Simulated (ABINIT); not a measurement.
Write the native input for ABINIT 10.8.3 (patched build) that does the following.

```yaml
Task: equation of state
Functional: PBEsol
Potentials_or_basis: JTH PAW PBE v2.0
Cutoff: 680 eV
k_mesh: 11 × 11 × 11
Occupations: fermi-dirac, width 0.05 eV
Spin: no spin polarisation
Fine-grid_cutoff: 1278.94 eV
Exchange_and_correlation_inside_the_PAW_spheres: full angular mesh (pawxcdev 0, this build's default; the released program takes 1)
```

TiC:

```
CELL_PARAMETERS angstrom
0.00000 2.16572 2.16572
2.16572 0.00000 2.16572
2.16572 2.16572 0.00000
ATOMIC_POSITIONS crystal
Ti 0.00000 0.00000 0.00000
C 0.50000 0.50000 0.50000
```

The cell is a database's computed one.

The input as run:

run.abi

```
ndtset 7
getwfk -1
scalecart1 3*0.9795861087
scalecart2 3*0.9864848297
scalecart3 3*0.9932883884
scalecart4 3*1.0000000000
scalecart5 3*1.0066227096
scalecart6 3*1.0131594038
scalecart7 3*1.0196128224

pp_dirpath "./"
pseudos "Ti.GGA_PBE-JTH.xml, C.GGA_PBE-JTH.xml"

acell 5.7878323139 5.7878323139 5.7878323139
rprim
     0.0000000000     0.7071067812     0.7071067812
     0.7071067812     0.0000000000     0.7071067812
     0.7071067812     0.7071067812     0.0000000000
ntypat 2
znucl 22 6
natom 2
typat 1 2
xred
     0.0000000000     0.0000000000     0.0000000000
     0.5000000000     0.5000000000     0.5000000000

ecut 25.0
pawecutdg 47.0

kptopt 1
ngkpt 11 11 11
nshiftk 1
shiftk 0.0 0.0 0.0

ixc -116133

nband 12
occopt 3
tsmear 0.00183747

nstep 100
tolvrs 1.0e-9

iomode 3
prtwf 1
prtden 0
prteig 0
prtebands 0
enunit 1
```

Potentials or basis: JTH PAW PBE v2.0.

Command:

```console
$ abinit run.abi > log 2>&1
```

It gave:

The equilibrium volume is 9.93 Å³/atom, the bulk modulus is 267 GPa and the pressure derivative of the bulk modulus is 3.9.

Caveat: pressures at fixed basis lie under the slope of the energies; the PAW data sets were made with another functional, which shifts forces and pressure a little.

Run time: 2.7 min on 1 thread of Arm Neoverse V1, on a shared host, peak memory 0.15 GiB.
